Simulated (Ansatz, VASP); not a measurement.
## Mg in VASP and in Ansatz

```
Mg
1.0
     3.05030    0.00000   -0.09151
    -1.52515    2.64164    0.04575
    -0.09135    0.00000    3.04484
Mg
1
Direct
  0.00000 0.00000 0.00000
```

Change from the starting cell: strain -0.0600 x Voigt [0, 0, 0, 0, 1, 0], atoms carried along.

Alike in both runs: task single point; functional LDA; k mesh 18 × 18 × 16; occupations gaussian, width 0.15 eV; no spin polarisation.

```csv
,VASP,Ansatz
version,VASP 6.6.1,Ansatz 0.2.0
potentials or method,"VASP PAW LDA potentials, release 64 (Mg)","scalar-relativistic, plane waves, PAW"
plane-wave cutoff (eV),520,420
valence electrons in the cell,2,10
```

Ansatz gave:

- gap on the k mesh at the Fermi level (eV): none
- pressure (GPa): -0.5
- largest component of the traceless stress (GPa): 0.76

**Question.** Estimate VASP's values.

**Answer.** gap on the k mesh at the Fermi level (eV): none; pressure (GPa): -0.8; largest component of the traceless stress (GPa): 0.77.

A gap of «none» marks a metal or a gap that the smearing closes. The two sets of potentials don't hold the same shells in valence.
